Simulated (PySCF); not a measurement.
# Do core-level shifts follow atomic charges?

Compound: phenol, C6H6O.
SMILES with atom numbers: `[OH:1][c:2]1[cH:3][cH:4][cH:5][cH:6][cH:7]1`

Binding energies: PySCF 2.14.0, delta-SCF UKS SCAN, pcX-2 on the ionised atom, pcseg-1 elsewhere, spin-free X2C. Charges: PBE0/pcSseg-1 ground-state density, for the ionised atom.

```tsv
atom	environment	C 1s (eV)	Mulliken (e)	IAO (e)	Hirshfeld (e)	ESP (e)
C5	aromatic CH carbon	289.94	-0.093	-0.179	-0.066	-0.234
C3	aromatic CH carbon	290.04	-0.097	-0.192	-0.070	-0.310
C4	aromatic CH carbon	290.25	-0.070	-0.140	-0.046	-0.094
C2	aromatic carbon bearing oxygen	291.98	+0.163	+0.216	+0.075	+0.460
```

Task: How well does each charge scheme correlate with the binding energies over these sites?

Result: Mulliken: r = 1.00, slope 7.6 eV per e; IAO: r = 1.00, slope 4.9 eV per e; Hirshfeld: r = 1.00, slope 14.0 eV per e; ESP: r = 0.98, slope 2.7 eV per e. On 4 points no scheme stands out.

Task: The point-charge model writes a binding energy as kq + V + constant, with V the potential of the other atoms' charges at the site. What does it give with the Hirshfeld charges?

Result: V = Σ 14.40 eV Å × q/r over all other atoms: +0.13 eV at C5, +0.44 eV at C3, -0.10 eV at C4, -1.86 eV at C2. Fitting binding energy − V to q gives k = 29.0 eV per e and leaves an rms residual of 0.03 eV, against 0.06 eV for the fit on q alone. The model has no term for differences in relaxation between sites.

The unrestricted hole states depart most from a pure doublet (⟨S²⟩ = 0.75; over 0.85 named) for C 1s of C2 (0.86), which makes this value less certain. Isolated species at its GFN2-xTB geometry (one conformer only).

Conformer computed: `[OH:1][c:2]1[cH:3][cH:4][cH:5][cH:6][cH:7]1`: H–O1–C2–C3 180°.
